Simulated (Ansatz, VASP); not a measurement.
**Two plane-wave programs on LiF (Griceite)**

The input INCAR:

```
SYSTEM = LiF
PREC = Accurate
ENCUT = 520
EDIFF = 1E-7
ISMEAR = 0
SIGMA = 0.01
LREAL = .False.
LASPH = .True.
NELM = 60
ALGO = Normal
ISIF = 2
LWAVE = .False.
LCHARG = .True.
GGA = PS
IVDW = 12
LELF = .True.
LVHAR = .True.
NBANDS = 12
```

Contents of KPOINTS:

```
Automatic mesh
0
Gamma
  7 7 7
  0 0 0
```

Contents of POSCAR:

```
LiF
1.0
    0.0000000000      2.0140000000      2.0140000000
    2.0140000000      0.0000000000      2.0140000000
    2.0140000000      2.0140000000      0.0000000000
Li F
1 1
Direct
    0.0000000000      0.0000000000      0.0000000000
    0.5000000000      0.5000000000      0.5000000000
```

Input for Ansatz:

```yaml
crystal:
  lattice:
    - [0.0, 2.014, 2.014]
    - [2.014, 0.0, 2.014]
    - [2.014, 2.014, 0.0]
  atoms:
    - { symbol: Li, position: [0.0, 0.0, 0.0] }
    - { symbol: F, position: [0.5, 0.5, 0.5] }
basis:
  ecutwfc: 550.0
kpoints:
  mp_grid:
    grid: [7, 7, 7]
hamiltonian:
  xc: pbesol
  dispersion: d3bj
scf:
  max_iter: 60
  occupations:
    method: fixed
output:
  forces: true
```

Alike in both runs: task single point; functional PBEsol; dispersion D3(BJ); k mesh 7 × 7 × 7; no spin polarisation.

```csv
,VASP,Ansatz
version,VASP 6.6.1,Ansatz 0.2.0
potentials or method,"VASP PAW PBE potentials, release 64 (Li_sv, F)","plane waves, PAW"
plane-wave cutoff (eV),520,550
occupations,"gaussian, width 0.01 eV",fixed
valence electrons in the cell,10,10
```

|  | VASP | Ansatz | Ansatz less VASP |
| --- | --- | --- | --- |
| dispersion energy (meV/atom) | -144.4 | -144.5 | -0.04 |
